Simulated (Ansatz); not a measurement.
# ZnO: how the settings move a single-point run

How sensitive is a single-point run of ZnO to its settings? A reference run comes first, then six runs with altered input. The cell is built on a prototype (CsCl type) and needn't be the phase found in nature.

Program: Ansatz 0.2.0. Level of theory: reference: DFT, r2SCAN, plane waves, PAW. These are calculated values, not measurements.

1 further run of the same task is left out (it didn't finish).

## 1. The starting structure

It takes space group Pm-3m (No. 221, cubic). Conventional cell: a = 2.646 Å, b = 2.646 Å, c = 2.646 Å, α = 90.00°, β = 90.00°, γ = 90.00°. Zn (site symmetry m-3m) has 8 O at 2.29 Å as nearest neighbours. O (site symmetry m-3m) is surrounded by 8 Zn at 2.29 Å.

As a file:

```xyz
2
Lattice="2.6462 0.0000 0.0000 0.0000 2.6462 0.0000 0.0000 0.0000 2.6462" Properties=species:S:1:pos:R:3 pbc="T T T"
Zn    0.0000    0.0000    0.0000
O     1.3231    1.3231    1.3231
```

## 2. Reference

Input file input.yaml:

```yaml
crystal:
  lattice:
    - [2.6461709623, 0.0, 0.0]
    - [0.0, 2.6461709623, 0.0]
    - [0.0, 0.0, 2.6461709623]
  atoms:
    - { symbol: Zn, position: [0.0, 0.0, 0.0] }
    - { symbol: O, position: [0.5, 0.5, 0.5] }
kpoints:
  mp_grid: { grid: [6, 6, 6] }
hamiltonian:
  xc: r2scan
scf:
  occupations: { method: fermi_dirac, width: 0.02 }
  n_extra_bands: 4
output:
  forces: true
  stress: true
  eigenvalues: true
  write_density: true
  write_potential: true
  elf: true
  volumetric_format: npy
```

Started as:

```
$ ansatz run input.yaml --threads 4 --pin off --max-ram 3686MiB --backend cpu --events-out ev --progress --plain --runs-dir out
```

The main lines of its log:

```text
[...]
Basis set: ecut = 500 eV, 461 PW (Γ), exchange–correlation on 80×80×80 points (64 copies of the dense FFT grid, shifted against one another)
[...]
k-points: 20 of 216
[...]
SCF iter   1: F=—  HF=-3893.416603 eV  |F-HF|=—  |Δ(HF+E_count)|=         —  Δρ=2.47e-2  dr2=6.38e-2  dr2_τ=4.82e-2  ethr=1.77e-3  ⟨swp⟩=5.1  Hψ=1421  notcnv=0
preconditioner: auto → none  [insulator: Δε(μ)=1.993 eV  Ē_g=17.615 eV  σ=0.020 eV  W_gap=0.59  n_scr=6 (ndim 8)  ℏωp=36.6 eV  f_vac=0.000  D(μ)=0.37/eV (n_scr^D=0)  ε∞_Penn≈5.3]
SCF iter   2: F=—  HF=-3893.435370 eV  |F-HF|=—  |Δ(HF+E_count)|=   1.88e-2  Δρ=6.35e-3  dr2=2.41e-3  dr2_τ=1.26e-3  ethr=3.55e-4  ⟨swp⟩=2.2  Hψ=673  notcnv=0
[...]
SCF iter   6: F=—  HF=-3893.434637 eV  |F-HF|=—  |Δ(HF+E_count)|=   9.77e-7  Δρ=3.11e-5  dr2=5.50e-8  dr2_τ=1.47e-8  ethr=5.56e-10  ⟨swp⟩=9.7  Hψ=2215  notcnv=0
SCF iter   7: F=-3893.434637 eV  HF=-3893.434637 eV  |F-HF|=2.94e-9  |Δ(HF+E_count)|=   6.94e-8  Δρ=6.28e-6  dr2=5.02e-9  dr2_τ=6.43e-10  ethr=3.05e-10  ⟨swp⟩=7.2  Hψ=1411  notcnv=0
[...]
SCF converged after 7 iterations
Free energy (F): -3893.434637 eV
[...]
E sigma→0 (E₀):  -3893.434321 eV
[...]
Fermi energy:    11.035722 eV
[...]
  P = ⅓ Tr σ = 0.1785 GPa (1.785 kbar)
[...]
```

Run time: 1.1 s. Hardware: 4 threads of Intel Xeon Platinum 8488C (Sapphire Rapids), shared host; peak memory 0.4 GiB.

## 3. Variant: xc_grid 1

input.yaml: that of step 2 with these lines changed.

```diff
@@ -19,5 +19,3 @@
   eigenvalues: true
-  write_density: true
-  write_potential: true
-  elf: true
-  volumetric_format: npy
+basis:
+  xc_grid: 1
```

Started as:

```
$ ansatz run input.yaml --threads 4 --pin off --max-ram 3686MiB --backend cpu --events-out ev --progress --plain --runs-dir out
```

The program printed (excerpt; [...] marks lines left out):

```text
Warning: RAYON_NUM_THREADS=4 ignored (pool sized by the plan → 4); use --threads N
scf.n_extra_bands = 4 over 9 filled bands (N_el = 18.0): the run solves 13 bands
[...]
Pseudopotentials: kind: paw
Pseudopotential: Zn, paw, valence charge 12, recommended cutoff 500 eV (meta_gga), Zn.paw.azcp
Pseudopotential: O, paw, valence charge 6, recommended cutoff 500 eV (meta_gga), O.paw.azcp
Functional definition: r2SCAN
[...]
Crystal: 2 atoms, lattice volume = 18.529 Å³
Basis set: ecut = 500 eV, 461 PW (Γ)
Bands: 13, of which v1, the nominal top of the filled ones, is band 9 counted from 1 (8 counted from 0)
Symmetry: 48 space group operations
Space group: Pm-3m (ITA 221), of the structure as read, at distance tolerance 2.6e-5 Å
k-points: 20 of 216
[...]
SCF iter   1: F=—  HF=-3893.414945 eV  |F-HF|=—  |Δ(HF+E_count)|=         —  Δρ=2.47e-2  dr2=6.37e-2  dr2_τ=4.81e-2  ethr=1.77e-3  ⟨swp⟩=5.1  Hψ=1421  notcnv=0
[...]
SCF iter   7: F=-3893.433250 eV  HF=-3893.433250 eV  |F-HF|=9.97e-9  |Δ(HF+E_count)|=   4.35e-8  Δρ=6.75e-6  dr2=5.65e-9  dr2_τ=7.40e-10  ethr=3.44e-10  ⟨swp⟩=4.8  Hψ=1076  notcnv=0
[...]
SCF converged after 7 iterations
Free energy (F): -3893.433250 eV
[...]
E sigma→0 (E₀):  -3893.432934 eV
Entropy (-TS):   -0.000631 eV (-0.316 meV/atom)
Fermi energy:    11.034276 eV
[...]
--- Forces (eV/Å), atoms counted from 1 ---
  atom   1  Zn     0.00000000     0.00000000     0.00000000
  atom   2  O      0.00000000    -0.00000000     0.00000000
[...]
--- Stress (GPa, compression-positive) ---
        0.138767       0.000000       0.000000
        0.000000       0.138767       0.000000
        0.000000       0.000000       0.138767
  P = ⅓ Tr σ = 0.1388 GPa (1.388 kbar)
--- Band table (eV; the first three rows and the last of 20) ---
  k-point 0: bands = ["-8.7785", "4.2905", "4.2905", "5.4300", "5.4300", "5.4300", "9.6704", "9.6704", "9.6704", "10.9636", "26.1818", "26.1818", "30.1584"]
[...]
```

It took 0.97 s on 4 threads of Intel Xeon Platinum 8488C (Sapphire Rapids), shared host; peak memory 0.38 GiB.

Changing the numerical grids moves the energy by +0.7 meV/atom.

## 4. Variant: accuracy high

input.yaml: that of step 2 with these lines changed.

```diff
@@ -19,5 +19,2 @@
   eigenvalues: true
-  write_density: true
-  write_potential: true
-  elf: true
-  volumetric_format: npy
+accuracy: high
```

Started as:

```
$ ansatz run input.yaml --threads 4 --pin off --max-ram 3686MiB --backend cpu --events-out ev --progress --plain --runs-dir out
```

The program printed (excerpt; [...] marks lines left out):

```text
Warning: RAYON_NUM_THREADS=4 ignored (pool sized by the plan → 4); use --threads N
scf.n_extra_bands = 4 over 9 filled bands (N_el = 18.0): the run solves 13 bands
[...]
[... 4 set-up lines as earlier in the session ...]
[...]
Crystal: 2 atoms, lattice volume = 18.529 Å³
Basis set: ecut = 500 eV, 461 PW (Γ), exchange–correlation on 120×120×120 points (125 copies of the dense FFT grid, shifted against one another)
Bands: 13, of which v1, the nominal top of the filled ones, is band 9 counted from 1 (8 counted from 0)
[... 2 set-up lines as earlier in the session ...]
k-points: 20 of 216
[...]
SCF iter   1: F=—  HF=-3893.416712 eV  |F-HF|=—  |Δ(HF+E_count)|=         —  Δρ=2.47e-2  dr2=6.38e-2  dr2_τ=4.82e-2  ethr=1.77e-3  ⟨swp⟩=5.1  Hψ=1421  notcnv=0
[...]
SCF iter   9: F=-3893.434742 eV  HF=-3893.434742 eV  |F-HF|=3.64e-12  |Δ(HF+E_count)|=  5.00e-12  Δρ=9.85e-8  dr2=1.72e-12  dr2_τ=9.01e-14  ethr=1.00e-12  ⟨swp⟩=5.0  Hψ=1002  notcnv=0
[...]
SCF converged after 9 iterations
Free energy (F): -3893.434742 eV
[...]
E sigma→0 (E₀):  -3893.434426 eV
Entropy (-TS):   -0.000631 eV (-0.316 meV/atom)
Fermi energy:    11.035650 eV
[...]
--- Forces (eV/Å), atoms counted from 1 ---
  atom   1  Zn    -0.00000000     0.00000000    -0.00000000
  atom   2  O      0.00000000    -0.00000000     0.00000000
[...]
--- Stress (GPa, compression-positive) ---
        0.178194       0.000000       0.000000
        0.000000       0.178194       0.000000
       -0.000000       0.000000       0.178194
  P = ⅓ Tr σ = 0.1782 GPa (1.782 kbar)
--- Band table (eV; the first three rows and the last of 20) ---
  k-point 0: bands = ["-8.7773", "4.2920", "4.2920", "5.4291", "5.4291", "5.4291", "9.6722", "9.6722", "9.6722", "10.9639", "26.1774", "26.1774", "30.1593"]
[...]
```

Wall time 1.4 s (4 threads of Intel Xeon Platinum 8488C (Sapphire Rapids), shared host); peak memory 0.47 GiB.

Changing the accuracy level hardly moves the energy: -0.1 meV/atom.

## 5. Changed: mixing.ndim 30

input.yaml: that of step 2 with these lines changed.

```diff
@@ -15,2 +15,4 @@
   n_extra_bands: 4
+  mixing: { ndim: 30 }
+  max_iter: 72
 output:
@@ -19,5 +21 @@
   eigenvalues: true
-  write_density: true
-  write_potential: true
-  elf: true
-  volumetric_format: npy
```

Started as:

```
$ ansatz run input.yaml --threads 4 --pin off --max-ram 3686MiB --backend cpu --events-out ev --progress --plain --runs-dir out
```

The program printed (excerpt; [...] marks lines left out):

```text
Warning: RAYON_NUM_THREADS=4 ignored (pool sized by the plan → 4); use --threads N
scf.n_extra_bands = 4 over 9 filled bands (N_el = 18.0): the run solves 13 bands
[...]
[... 4 set-up lines as earlier in the session ...]
[...]
Crystal: 2 atoms, lattice volume = 18.529 Å³
Basis set: ecut = 500 eV, 461 PW (Γ), exchange–correlation on 80×80×80 points (64 copies of the dense FFT grid, shifted against one another)
Bands: 13, of which v1, the nominal top of the filled ones, is band 9 counted from 1 (8 counted from 0)
[... 2 set-up lines as earlier in the session ...]
k-points: 20 of 216
[...]
SCF iter   1: F=—  HF=-3893.416603 eV  |F-HF|=—  |Δ(HF+E_count)|=         —  Δρ=2.47e-2  dr2=6.38e-2  dr2_τ=4.82e-2  ethr=1.77e-3  ⟨swp⟩=5.1  Hψ=1421  notcnv=0
[...]
SCF iter   7: F=-3893.434637 eV  HF=-3893.434637 eV  |F-HF|=2.94e-9  |Δ(HF+E_count)|=   6.94e-8  Δρ=6.28e-6  dr2=5.03e-9  dr2_τ=6.44e-10  ethr=3.05e-10  ⟨swp⟩=4.4  Hψ=937  notcnv=0
[...]
SCF converged after 7 iterations
Free energy (F): -3893.434637 eV
[...]
E sigma→0 (E₀):  -3893.434321 eV
Entropy (-TS):   -0.000631 eV (-0.316 meV/atom)
Fermi energy:    11.035722 eV
[...]
--- Forces (eV/Å), atoms counted from 1 ---
  atom   1  Zn    -0.00000000     0.00000000    -0.00000000
  atom   2  O      0.00000000    -0.00000000     0.00000000
[...]
--- Stress (GPa, compression-positive) ---
        0.178467       0.000000      -0.000000
        0.000000       0.178467       0.000000
        0.000000       0.000000       0.178467
  P = ⅓ Tr σ = 0.1785 GPa (1.785 kbar)
--- Band table (eV; the first three rows and the last of 20) ---
  k-point 0: bands = ["-8.7772", "4.2920", "4.2920", "5.4291", "5.4291", "5.4291", "9.6723", "9.6723", "9.6723", "10.9638", "26.1775", "26.1775", "30.1592"]
[...]
```

Run time: 0.96 s. Hardware: 4 threads of Intel Xeon Platinum 8488C (Sapphire Rapids), shared host; peak memory 0.38 GiB.

Energy and cycle count are those of the reference, so the change (mixing) left the result and the number of cycles as they were.

## 6. Variant: n_extra_bands 1

input.yaml: that of step 2 with these lines changed.

```diff
@@ -14,3 +14,3 @@
   occupations: { method: fermi_dirac, width: 0.02 }
-  n_extra_bands: 4
+  n_extra_bands: 1
 output:
@@ -19,5 +19 @@
   eigenvalues: true
-  write_density: true
-  write_potential: true
-  elf: true
-  volumetric_format: npy
```

Started as:

```
$ ansatz run input.yaml --threads 4 --pin off --max-ram 3686MiB --backend cpu --events-out ev --progress --plain --runs-dir out
```

The program printed (excerpt; [...] marks lines left out):

```text
Warning: RAYON_NUM_THREADS=4 ignored (pool sized by the plan → 4); use --threads N
scf.n_extra_bands = 1 over 9 filled bands (N_el = 18.0): the run solves 10 bands
[...]
[... 4 set-up lines as earlier in the session ...]
[...]
Crystal: 2 atoms, lattice volume = 18.529 Å³
Basis set: ecut = 500 eV, 461 PW (Γ), exchange–correlation on 80×80×80 points (64 copies of the dense FFT grid, shifted against one another)
Bands: 10, of which v1, the nominal top of the filled ones, is band 9 counted from 1 (8 counted from 0)
[... 2 set-up lines as earlier in the session ...]
k-points: 20 of 216
[...]
SCF iter   1: F=—  HF=-3893.416558 eV  |F-HF|=—  |Δ(HF+E_count)|=         —  Δρ=2.48e-2  dr2=6.49e-2  dr2_τ=4.85e-2  ethr=1.77e-3  ⟨swp⟩=5.2  Hψ=1188  notcnv=0
[...]
SCF iter   7: F=-3893.434637 eV  HF=-3893.434637 eV  |F-HF|=1.81e-10  |Δ(HF+E_count)|=   7.38e-8  Δρ=4.30e-6  dr2=1.76e-9  dr2_τ=2.61e-10  ethr=2.84e-10  ⟨swp⟩=4.2  Hψ=814  notcnv=0
[...]
SCF converged after 7 iterations
Free energy (F): -3893.434637 eV
[...]
E sigma→0 (E₀):  -3893.434321 eV
Entropy (-TS):   -0.000631 eV (-0.316 meV/atom)
Fermi energy:    11.035683 eV
[...]
--- Forces (eV/Å), atoms counted from 1 ---
  atom   1  Zn    -0.00000000     0.00000000    -0.00000000
  atom   2  O      0.00000000    -0.00000000    -0.00000000
[...]
--- Stress (GPa, compression-positive) ---
        0.178391       0.000000       0.000000
        0.000000       0.178391       0.000000
        0.000000       0.000000       0.178391
  P = ⅓ Tr σ = 0.1784 GPa (1.784 kbar)
--- Band table (eV; the first three rows and the last of 20) ---
  k-point 0: bands = ["-8.7772", "4.2920", "4.2920", "5.4291", "5.4291", "5.4291", "9.6722", "9.6722", "9.6722", "10.9638"]
[...]
```

It took 1 s on 4 threads of Intel Xeon Platinum 8488C (Sapphire Rapids), shared host; peak memory 0.4 GiB.

Energy and cycle count are those of the reference, so the change (band count) left the result and the number of cycles as they were.

## 7. Changing settings: eigensolver.kind dense

input.yaml: that of step 2 with these lines changed.

```diff
@@ -15,2 +15,3 @@
   n_extra_bands: 4
+  eigensolver: { kind: dense }
 output:
@@ -19,5 +20 @@
   eigenvalues: true
-  write_density: true
-  write_potential: true
-  elf: true
-  volumetric_format: npy
```

Started as:

```
$ ansatz run input.yaml --threads 4 --pin off --max-ram 3686MiB --backend cpu --events-out ev --progress --plain --runs-dir out
```

The program printed (excerpt; [...] marks lines left out):

```text
Warning: RAYON_NUM_THREADS=4 ignored (pool sized by the plan → 4); use --threads N
scf.n_extra_bands = 4 over 9 filled bands (N_el = 18.0): the run solves 13 bands
[...]
[... 4 set-up lines as earlier in the session ...]
[...]
Crystal: 2 atoms, lattice volume = 18.529 Å³
Basis set: ecut = 500 eV, 461 PW (Γ), exchange–correlation on 80×80×80 points (64 copies of the dense FFT grid, shifted against one another)
Bands: 13, of which v1, the nominal top of the filled ones, is band 9 counted from 1 (8 counted from 0)
[... 2 set-up lines as earlier in the session ...]
k-points: 20 of 216
[...]
Eigensolver: Dense (20 Hₖ)
[...]
SCF iter   1: F=—  HF=-3893.416987 eV  |F-HF|=—  |Δ(HF+E_count)|=         —  Δρ=2.47e-2  dr2=6.35e-2  dr2_τ=4.81e-2  ethr=1.00e-1
[...]
SCF iter   7: F=-3893.434637 eV  HF=-3893.434637 eV  |F-HF|=2.99e-10  |Δ(HF+E_count)|=   4.11e-8  Δρ=4.65e-6  dr2=1.71e-9  dr2_τ=3.92e-10  ethr=4.31e-10
[...]
SCF converged after 7 iterations
Free energy (F): -3893.434637 eV
[...]
E sigma→0 (E₀):  -3893.434321 eV
Entropy (-TS):   -0.000631 eV (-0.316 meV/atom)
Fermi energy:    11.035681 eV
[...]
--- Forces (eV/Å), atoms counted from 1 ---
  atom   1  Zn    -0.00000000    -0.00000000     0.00000000
  atom   2  O      0.00000000    -0.00000000    -0.00000000
[...]
--- Stress (GPa, compression-positive) ---
        0.178373      -0.000000       0.000000
        0.000000       0.178373       0.000000
        0.000000       0.000000       0.178373
  P = ⅓ Tr σ = 0.1784 GPa (1.784 kbar)
--- Band table (eV; the first three rows and the last of 20) ---
  k-point 0: bands = ["-8.7772", "4.2920", "4.2920", "5.4291", "5.4291", "5.4291", "9.6722", "9.6722", "9.6722", "10.9638", "26.1774", "26.1774", "30.1592"]
[...]
```

It took 5.6 s on 4 threads of Intel Xeon Platinum 8488C (Sapphire Rapids), shared host; peak memory 0.49 GiB.

Energy and cycle count are those of the reference, so the change (solver) left the result and the number of cycles as they were.

## 8. Changed: occupations.method methfessel_paxton, occupations.width 0.05

input.yaml: that of step 2 with these lines changed.

```diff
@@ -13,3 +13,3 @@
 scf:
-  occupations: { method: fermi_dirac, width: 0.02 }
+  occupations: { method: methfessel_paxton, width: 0.05 }
   n_extra_bands: 4
@@ -19,5 +19 @@
   eigenvalues: true
-  write_density: true
-  write_potential: true
-  elf: true
-  volumetric_format: npy
```

Started as:

```
$ ansatz run input.yaml --threads 4 --pin off --max-ram 3686MiB --backend cpu --events-out ev --progress --plain --runs-dir out
```

The program printed (excerpt; [...] marks lines left out):

```text
Warning: RAYON_NUM_THREADS=4 ignored (pool sized by the plan → 4); use --threads N
scf.n_extra_bands = 4 over 9 filled bands (N_el = 18.0): the run solves 13 bands
[...]
[... 4 set-up lines as earlier in the session ...]
[...]
Crystal: 2 atoms, lattice volume = 18.529 Å³
Basis set: ecut = 500 eV, 461 PW (Γ), exchange–correlation on 80×80×80 points (64 copies of the dense FFT grid, shifted against one another)
Bands: 13, of which v1, the nominal top of the filled ones, is band 9 counted from 1 (8 counted from 0)
[... 2 set-up lines as earlier in the session ...]
k-points: 20 of 216
[...]
SCF converged after 7 iterations
Stability not checked: this state was not tested for a lower state beside it, because cold or Methfessel-Paxton smearing, or corrected tetrahedra, fill the levels in a way that the test cannot read (fill_not_monotonic; see scf.lower_state_search)
Free energy (F): -3893.434188 eV
[...]
E sigma→0 (E₀):  -3893.434212 eV
Entropy (-TS):   0.000094 eV (0.047 meV/atom)
Fermi energy:    11.013739 eV
[...]
--- Forces (eV/Å), atoms counted from 1 ---
  atom   1  Zn     0.00000000     0.00000000     0.00000000
  atom   2  O      0.00000000     0.00000000    -0.00000000
[...]
--- Stress (GPa, compression-positive) ---
        0.190231       0.000000      -0.000000
        0.000000       0.190231       0.000000
        0.000000       0.000000       0.190231
  P = ⅓ Tr σ = 0.1902 GPa (1.902 kbar)
--- Band table (eV; the first three rows and the last of 20) ---
  k-point 0: bands = ["-8.7776", "4.2915", "4.2915", "5.4286", "5.4286", "5.4286", "9.6718", "9.6718", "9.6718", "10.9635", "26.1773", "26.1773", "30.1590"]
[...]
```

Wall time 0.96 s (4 threads of Intel Xeon Platinum 8488C (Sapphire Rapids), shared host); peak memory 0.39 GiB.

Changing the smearing hardly moves the energy: +0.1 meV/atom.

## 9. All runs together

```
                                                            run     ending        energy change  pressure (GPa)  gap (eV)  force (eV/Å)  cycles    time
                                                      reference  converged                    0             0.2      0.00          0.00       7   1.1 s
                                                   1: xc_grid 1  converged        +0.7 meV/atom             0.1      0.00          0.00       7  0.97 s
                                               2: accuracy high  converged        -0.1 meV/atom             0.2      0.00          0.00       9   1.4 s
                                              3: mixing.ndim 30  converged         0.0 meV/atom             0.2      0.00          0.00       7  0.96 s
                                             4: n_extra_bands 1  converged         0.0 meV/atom             0.2      0.00          0.00       7     1 s
                                      5: eigensolver.kind dense  converged         0.0 meV/atom             0.2      0.00          0.00       7   5.6 s
6: occupations.method methfessel_paxton, occupations.width 0.05  converged  +0.1 meV/atom (σ→0)             0.2      0.00          0.00       7  0.96 s
```

Times don't compare one to one where runs were asked for different outputs or read a saved state (see the inputs); cycles may leave out searches for a lower state.

Residual by cycle in the longest SCF loop of each run; runs are numbered as in the table. The quantity is the density residual dr2, in eV.

```
cycle  reference    run 1    run 2    run 3    run 4   run 5    run 6
    1     0.0638   0.0637   0.0638   0.0638   0.0649  0.0635   0.0656
    2    0.00241  0.00241  0.00241  0.00241  0.00255  0.0024  0.00258
    3    0.00138  0.00138  0.00138  0.00138  0.00136  0.0014  0.00131
    4     5.7e-4   5.8e-4   5.7e-4   5.7e-4   4.0e-4  6.7e-4   2.9e-4
    5     8.4e-7   8.7e-7   8.5e-7   8.4e-7   9.5e-7  1.1e-6   1.9e-6
    6     5.5e-8   6.2e-8   5.6e-8   5.5e-8   5.1e-8  7.7e-8   1.3e-7
    7     5.0e-9   5.7e-9   5.3e-9   5.0e-9   1.8e-9  1.7e-9   8.2e-9
    8          -        -  2.2e-11        -        -       -        -
    9          -        -  1.7e-12        -        -       -        -
```

**Reading.** The pressure spans 0.1 to 0.2 GPa over the reference and the converged variants. Semilocal functionals close small gaps, so the missing gap need not be the real solid's. Of the variants the dearest is «eigensolver.kind dense» (5.6 s), the cheapest «mixing.ndim 30» (0.96 s), on a shared host.
